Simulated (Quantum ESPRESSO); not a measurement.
## BaTiO3 under changes of volume

One of the cells (12.856 Å³/atom); the others are scaled copies at fixed shape and fractional positions:

```xyz
5
Lattice="3.9998 0.0000 0.0000 0.0000 3.9998 0.0000 0.0000 0.0000 4.0180" Properties=species:S:1:pos:R:3 pbc="T T T"
Ba    0.0000    0.0000    0.0000
Ti    1.9999    1.9999    1.9688
O     0.0000    1.9999    2.0773
O     1.9999    0.0000    2.0773
O     1.9999    1.9999    0.0763
```

* Program: Quantum ESPRESSO 7.5
* Functional: AM05
* Potentials or basis: PseudoDojo 0.4 FR PBE standard
* Cutoff: 1143 eV
* Density cutoff: 4572 eV
* k mesh: 3 × 3 × 3
* Occupations: fermi-dirac, width 0.05 eV
* Spin: spin-orbit coupling, no magnetisation

```csv
volume (Å³/atom),energy over the lowest point (meV/atom),pressure (GPa),gap on the mesh (eV),largest force (eV/Å)
12.085,?,?,?,?
12.342,4.98,5.0,2.03,0.403
12.599,0.00,1.2,2.01,0.492
12.856,0.86,-2.2,1.99,0.576
13.113,6.93,-5.3,1.96,0.662
13.371,17.66,-8.1,1.94,0.769
13.628,32.56,-10.5,1.91,0.868
```

Problem. What does the run at 12.085 Å³/atom give?

Solution. Energy over the lowest point 16.48 meV/atom; pressure 9.3 GPa; gap on the mesh 2.04 eV; largest force 0.310 eV/Å.

Worked out: A Birch-Murnaghan fit of order 3 (a polynomial in V^(-2/3)) to the other rows has its minimum at 12.69 Å³/atom with B0 = V·E''(V) = 172 GPa and B' = 4.6 at fixed shape and positions, which overstates the stiffness. It gives 16.47 meV/atom at 12.085 Å³/atom, against the run's 16.48, and -dE/dV = 9.4 GPa, against 9.3. A straight line through the other rows of the gap, of slope -1.21 eV per unit of ln V (its deformation potential), extrapolates to 2.06 eV, against the run's 2.04.

Energies are extrapolated to zero smearing.

Caveats: all runs use coarse meshes; the potentials were made for another functional, which shifts forces and pressure; an odd mesh through Γ misses points on the zone boundary, where band edges often lie.
